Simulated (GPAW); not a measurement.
HfN:

```xyz
2
Lattice="0.0000 2.2560 2.2560 2.2560 0.0000 2.2560 2.2560 2.2560 0.0000" Properties=species:S:1:pos:R:3 pbc="T T T"
Hf    0.0000    0.0000    0.0000
N     2.2560    2.2560    2.2560
```

* Program: GPAW 26.7.0
* Task: relaxation of cell and atoms
* Functional: BLYP
* Potentials or basis: PAW data sets generated in the run's folder for this functional
* Cutoff: 800 eV
* Basis: pw
* k mesh: 10 × 10 × 10
* Occupations: fermi-dirac, width 0.05 eV
* Spin: no spin polarisation

At the start: pressure 13.8 GPa; volume 11.48 Å³/atom.

Where does the relaxation end?

Over 4 steps the energy falls by 26.7 meV/atom and the volume is 12.06 Å³/atom (+5.1 %); space group Fm-3m (No. 225, to 0.05 Å).

Step by step:
```tsv
step	energy change (eV)	largest force (eV/Å)	pressure (GPa)	volume (Å³)
1	0.0000	0.0000	13.84	22.96
2	-0.0344	0.0000	7.54	23.46
3	-0.0534	0.0000	0.41	24.09
4	-0.0535	0.0000	0.01	24.13
```

Final structure:
```xyz
2
Lattice="0.0000 2.2935 2.2935 2.2935 0.0000 2.2935 2.2935 2.2935 0.0000" Properties=species:S:1:pos:R:3 pbc="T T T"
Hf    0.0000    0.0000    0.0000
N     2.2935    2.2935    2.2935
```

Caveat: later steps reuse the first step's grids.
